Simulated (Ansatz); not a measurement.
# SiC (zincblende): gap against strain (uniaxial along [111], other directions held)

SiC in the zincblende structure, relaxed with r2SCAN in Ansatz 0.2.0, then strained (uniaxial along [111], other directions held; changes of length per length, axes as in the cell below) with the atoms relaxed again within the symmetry that is left. The symmetry is F-43m (No. 216, cubic); conventional cell a = 4.356 Å, 10.33 Å³ an atom. Around Si lie 4 C at 1.89 Å; around C lie 4 Si at 1.89 Å. Calculated for a static, non-magnetic cell.

```yaml
crystal:
  lattice:
    - [0.00000, 2.17805, 2.17805]
    - [2.17805, 0.00000, 2.17805]
    - [2.17805, 2.17805, 0.00000]
  atoms:
    - { symbol: Si, position: [0.00000, 0.00000, 0.00000] }
    - { symbol: C, position: [0.25000, 0.25000, 0.25000] }
```

Gaps are the least over each mesh (PBE 10×10×10, r2SCAN 10×10×10, HSE06 8×8×8 when unstrained) and the special points, which keep their unstrained names; stress is the change from the unstrained cell, compression positive.

| strain (%) | gap, PBE (eV) | gap, r2SCAN (eV) | gap, HSE06 (eV) | edges, HSE06 | stress along the strain, r2SCAN (GPa) | energy rise, r2SCAN (meV/atom) |
| --- | --- | --- | --- | --- | --- | --- |
| -5.97 | 0.755 | 1.104 | 1.638 | Γ → X | +38.95 | 72.3 |
| -5.82 | 0.775 | 1.124 | 1.657 | Γ → X | +37.86 | 68.6 |
| -3.75 | 1.020 | 1.373 | 1.900 | Γ → X | +23.44 | 27.7 |
| 0.0 | 1.358 | 1.713 | 2.227 | Γ → X | 0.00 | 0.0 |
| +1.0 | 1.335 | 1.686 | 2.200 | Γ → X | -5.62 | 1.8 |

Between zero and the nearest strains the slope of the HSE06 gap against strain is +0.087 eV per percent for negative and -0.027 for positive strain; it falls either way, as happens when edge states split or other valleys take over.

The meshes of the hybrids are coarse, so their gaps aren't converged to the digits shown.
